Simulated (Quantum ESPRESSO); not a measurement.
## Mo in Quantum ESPRESSO: the effect of functional

Crystal: Mo.

```
Mo
1.0
    -1.58381    1.58381    1.58381
     1.58381   -1.58381    1.58381
     1.58381    1.58381   -1.58381
Mo
1
Cartesian
  0.0000 0.0000 0.0000
```

Alike in all runs:

```yaml
Program: Quantum ESPRESSO 7.5
Task: phonons
Cutoff: 1088 eV
Density_cutoff: 4354 eV
k_mesh: 8 × 8 × 8
Occupations: cold, width 0.2 eV
Spin: no spin polarisation
```

Each run relaxes the cell or the atoms first.

```tsv
functional	potentials or basis	relaxed volume (Å³/atom)	highest phonon frequency (cm⁻¹)
LDA	PseudoDojo 0.4.1 SR LDA standard	15.10	275
PBEsol	PseudoDojo 0.4.1 SR PBEsol standard	15.38	272
AM05	PseudoDojo 0.4.1 SR PBE standard	15.34	275
RPBE	PseudoDojo 0.4.1 SR PBE standard	?	?
WC	PseudoDojo 0.4.1 SR PBE standard	15.49	270
vdW-DF-cx	PseudoDojo 0.4.1 SR PBE standard	15.45	272
```

Task: What does the run with functional RPBE give?

Result: Relaxed volume 16.05 Å³/atom; highest phonon frequency 259 cm⁻¹.

Caveats: the mesh is thin for the phonons of a metal; the potentials were made for another functional, which shifts forces and pressure (some runs).

Runs at the PBE level aren't shown here.
